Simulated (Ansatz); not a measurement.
## WC: an elastic constant from a strain scan

Theory: DFT PBEsol, scalar-relativistic, plane waves, PAW (Ansatz). The runs took a 420 eV cutoff, a Γ-centred 24×24×22 mesh and Gaussian smearing (0.15 eV). Spin–orbit coupling is left out, which can shift energies with elements as heavy as these. No spin polarisation. Energies are free energies at this smearing, counted from the undisturbed cell; pressure is positive in compression.

The undisturbed cell (relaxed at this level):

```
W C
1.0
     2.89841    0.00000    0.00000
    -1.44921    2.51010    0.00000
     0.00000    0.00000    2.82761
W C
1 1
Cartesian
  2.8984 0.0000 0.0000
  1.4492 0.8367 1.4138
```

The cell is strained by ε times the Voigt pattern (0, 1, 0, 0, 0, 0) (xx, yy, zz, yz, xz, xy; engineering shear) with fractional coordinates fixed. The cell holds 2 atoms in V0 = 20.57 Å³. The stress column is τ = (1/V0) dE/dε, got from the stress tensor σ (compression positive) at each point as −det(1 + εP) σ : P(1 + εP)⁻¹, with P the pattern as a tensor.

| ε | ΔE (meV/atom) | τ (GPa) |
| --- | --- | --- |
| -0.0400 | 42.314 | -34.156 |
| -0.0200 | 10.257 | -16.145 |
| 0.0000 | 0.000 | -0.145 |
| 0.0100 | 2.269 | 7.132 |
| 0.0300 | 20.084 | 20.337 |
| 0.0400 | ? | ? |

Q: Which combination of elastic constants does this scan measure, and how large is it?

A: For small ε, τ = τ0 + Kε with K = pᵀCp, which for this pattern is C22 in the Cartesian frame shown. The parabola through τ at ε = -0.0200, 0 and 0.0100 has slope K = 752 GPa at zero. The energies per cell, E = NΔE, of the same two points give K = 2[E(ε₊)/ε₊ − E(ε₋)/ε₋]/[(ε₊ − ε₋)V0] = 768 GPa, in agreement. These are clamped-ion values.

Q: Predict the withheld row at ε = 0.0400 from the harmonic law, and compare.

A: ΔE = V0(τ0 ε + Kε²/2)/N = 38.241 meV/atom and τ = 29.93 GPa. The calculation gives 35.085 meV/atom and 26.33 GPa: the energy lies 8 % below the harmonic value, as bonds soften when stretched.

Forces appear on the atoms along this scan, and letting them relax would lower the energy and soften the response. In a metal these slopes depend on the k mesh and the smearing.